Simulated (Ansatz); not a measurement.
Runs of Ansatz 0.2.0 on Ge. The structure is orthorhombic, space group Cmcm (No. 63). The conventional cell has a = 2.976 Å, b = 5.189 Å, c = 4.728 Å, α = 90.00°, β = 90.00°, γ = 90.00°. Around Ge (site symmetry m2m) lie 12 Ge at 2.92 to 2.99 Å. This isn't the form of Ge at room conditions, which is diamond.

```tsv
task	level	k mesh	cutoff (eV)	q mesh	points for each segment of the path	mesh quality	V0 of scaled cells (Å³/atom)	B0 (GPa)
equation of state	PBEsol	10 × 10 × 6	420	-	-	not flagged	(b)	77
equation of state	PBE0	6 × 6 × 4	420	-	-	coarse	18.41	81
equation of state	LDA	10 × 10 × 6	420	-	-	not flagged	17.97	80
equation of state	r2SCAN	10 × 10 × 6	500	-	-	not flagged	(a)	72
```

Alike in all rows: potentials or basis Ansatz PAW; no spin polarisation; cell as given; smearing fermi-dirac 0.05 eV.

**Question.** Fill in the values left out.

**Answer.** (a) 18.77; (b) 18.37.

Caveats: some runs use coarse meshes; the cell was scaled at fixed shape and fractional positions, which overstates the stiffness of a crystal with free parameters, most of all of layers and chains; the PAW data sets were made with another functional, which shifts forces and pressure a little (some runs).
